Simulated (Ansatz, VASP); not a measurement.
Two plane-wave programs on HfO2

The input INCAR:

```
SYSTEM = HfO2
ALGO = Normal ; EDIFF = 1E-7
ENCUT = 520 ; GGA = PE
ISIF = 2 ; ISMEAR = 0
LASPH = .True. ; LCHARG = .False.
LREAL = .False. ; LWAVE = .False.
NBANDS = 31 ; NELM = 80
PREC = Accurate ; SIGMA = 0.05
```

Contents of KPOINTS:

```
k-points
0
Gamma
  6 6 8
  0 0 0
```

Contents of POSCAR:

```
HfO2
1.0
    4.7996987687      0.0000000000      0.0000000000
    0.0000000000      4.7996987687      0.0000000000
    0.0000000000      0.0000000000      3.1838168590
Hf O
2 4
Direct
    0.0000000000      0.0000000000     -0.0626951577
    0.5000000000      0.5000000000      0.5626951577
    0.1948161092      0.8051838908      0.4798800679
    0.3051838908      0.3051838908      0.0201199321
    0.6948161092      0.6948161092      0.0201199321
    0.8051838908      0.1948161092      0.4798800679
```

Input for Ansatz:

```yaml
crystal:
  lattice:
    - [4.7996987687, 0.0, 0.0]
    - [0.0, 4.7996987687, 0.0]
    - [0.0, 0.0, 3.183816859]
  atoms:
    - { symbol: Hf, position: [0.0, 0.0, -0.0626951577] }
    - { symbol: Hf, position: [0.5, 0.5, 0.5626951577] }
    - { symbol: O, position: [0.1948161092, 0.8051838908, 0.4798800679] }
    - { symbol: O, position: [0.3051838908, 0.3051838908, 0.0201199321] }
    - { symbol: O, position: [0.6948161092, 0.6948161092, 0.0201199321] }
    - { symbol: O, position: [0.8051838908, 0.1948161092, 0.4798800679] }
basis:
  ecutwfc: 520.0
kpoints:
  mp_grid: { grid: [6, 6, 8] }
hamiltonian:
  xc: pbe
  pseudopotentials: { kind: paw, azcp: { folder: soft_1 } }
scf:
  occupations: { method: gaussian, width: 0.05 }
output:
  forces: true
  stress: true
  eigenvalues: true
  write_density: true
  write_potential: true
  elf: true
  volumetric_format: npy
```

Change from the starting cell: mode 4 frozen in at -0.203 Å, equal normal strain along x, y and z -0.0167.

Alike in both runs: task single point; functional PBE; k mesh 6 × 6 × 8; occupations gaussian, width 0.05 eV; no spin polarisation.

|  | VASP | Ansatz |
| --- | --- | --- |
| version | VASP 6.6.1 | Ansatz 0.2.0 |
| potentials or method | VASP PAW PBE potentials, release 64 (Hf_pv, O) | scalar-relativistic, plane waves, PAW |
| plane-wave cutoff (eV) | 520 | 520 |
| valence electrons in the cell | 44 | 76 |

VASP gave:

```
gap on the k mesh at the Fermi level (eV)       : 4.29
least direct gap on the mesh (eV)               : 4.29
pressure (GPa)                                  : 10.8
largest component of the traceless stress (GPa) : 3.29
rms of the force components (eV/Å)              : 0.673
```

Question: What did Ansatz give for the same quantities?

Answer: gap on the k mesh at the Fermi level (eV): 4.34; least direct gap on the mesh (eV): 4.34; pressure (GPa): 13.7; largest component of the traceless stress (GPa): 3.77; rms of the force components (eV/Å): 0.681.

Atom by atom the forces differ by 0.032 eV/Å (rms over components). The two sets of potentials don't hold the same shells in valence.

Caveats: spin-orbit coupling is left out, which moves the levels of the heavy elements; forces of over 1 eV/Å show positions far from the minimum, so gaps and moduli don't describe the material at rest. A k mesh can miss the band edges.
